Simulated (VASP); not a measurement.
Wanted: the native input for a VASP 6.6.1 run.

```yaml
Task: single point
Functional: PBEsol
Potentials_or_basis: VASP PAW PBE potentials, release 64 (Mn_pv, S)
Cutoff: 520 eV
k_mesh: 6 × 6 × 6
Occupations: gaussian, width 0.05 eV
Spin: collinear spin, zero start
Starting_moments: "[0.0, 0.0] μB"
Hubbard_terms: Mn d U = 4 eV
Further_INCAR_settings: ALGO = Normal; EDIFF = 1e-06; NBANDS = 20
```

The structure of MnS lies in POSCAR:

```
MnS
1.0
    0.0000000000      2.6122498900      2.6122498900
    2.6122498900      0.0000000000      2.6122498900
    2.6122498900      2.6122498900      0.0000000000
Mn S
1 1
Direct
    0.0000000000      0.0000000000      0.0000000000
    0.5000000000      0.5000000000      0.5000000000
```

One way to write it, as run:

INCAR

```
PREC = Accurate ; ENCUT = 520
EDIFF = 1E-6 ; ISMEAR = 0
SIGMA = 0.05 ; LREAL = False
LASPH = True ; NELM = 120
ALGO = Normal ; ISIF = 2
LWAVE = False ; LCHARG = False
ISPIN = 2 ; MAGMOM = 0 0
LORBIT = 11 ; LMAXMIX = 4
LDAU = True ; LDAUTYPE = 2
LDAUL = 2 -1 ; LDAUU = 4 0
LDAUJ = 0 0 ; LDAUPRINT = 1
GGA = PS ; NBANDS = 20
```

KPOINTS

```
regular mesh
0
Gamma
  6 6 6
```

Potentials or basis: VASP PAW PBE potentials, release 64 (Mn_pv, S).

The run is started by

```bash
$ cat potpaw_PBE.64/Mn_pv/POTCAR potpaw_PBE.64/S/POTCAR > POTCAR
$ mpirun -np 1 vasp_std > vasp.out
```

Results of the run:

```json
{
  "Pressure": "-0.2 GPa",
  "Band gap on the k mesh": "0.52 eV, indirect (least direct gap 2.70 eV)",
  "Net moment": "5.00 μB per cell",
  "Site moments": "Mn +4.59; S +0.08 μB",
  "Valence electrons inside the program's atomic spheres": "Mn 11.28; S 3.75"
}
```

Caveat: the PAW data sets were made with another functional, which shifts forces and pressure a little; a cell with one magnetic atom can't hold antiferromagnetic order, which such compounds often take.

Wall time 2 min on 1 thread of AMD EPYC 9R45 96-Core Processor (Zen 5), on a shared host, peak memory 0.15 GiB.
